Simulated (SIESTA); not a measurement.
## Al2Ru under changes of volume

One of the cells (13.980 Å³/atom); the others are scaled copies at fixed shape and fractional positions:

```
CELL_PARAMETERS angstrom
-1.57076 1.57076 4.24977
1.57076 -1.57076 4.24977
1.57076 1.57076 -4.24977
ATOMIC_POSITIONS crystal
Ru 0.00000 0.00000 0.00000
Al 0.34080 0.34080 0.00000
Al 0.65920 0.65920 0.00000
```

The cell comes from a database or a generator and needn't be the stable form of this composition.

| Quantity | Value |
| --- | --- |
| Program | SIESTA 5.4.2 |
| Functional | PBEsol |
| Potentials or basis | PseudoDojo 0.4 standard (PBEsol files) |
| Basis | DZP (energy shift 0.003 Ry; two zetas on semicore shells) |
| Grid cutoff | 800 Ry |
| Energy shift | 0.003 Ry |
| k mesh | 12 × 12 × 12 |
| Occupations | fermi-dirac, width 0.05 eV |
| Spin | no spin polarisation |

```csv
volume (Å³/atom),energy over the lowest point (meV/atom),pressure (GPa),largest force (eV/Å)
12.884,34.79,14.0,0.293
13.158,?,?,?
13.432,3.16,4.8,0.131
13.980,0.00,-2.7,0.011
14.255,7.41,-5.9,0.074
14.529,20.04,-8.8,0.133
```

Problem. What does the run at 13.158 Å³/atom give?

Solution. Energy over the lowest point 15.05 meV/atom; pressure 9.2 GPa; largest force 0.210 eV/Å.

Worked out: A Birch-Murnaghan fit of order 3 (a polynomial in V^(-2/3)) to the other rows has its minimum at 13.77 Å³/atom with B0 = V·E''(V) = 183 GPa and B' = 4.2 at fixed shape and positions, which overstates the stiffness. It gives 15.04 meV/atom at 13.158 Å³/atom, against the run's 15.05, and -dE/dV = 9.2 GPa, against 9.2.

Energies are extrapolated to zero smearing.

Caveats: the basis of atomic orbitals isn't converged, which shifts pressures, moduli and gaps.
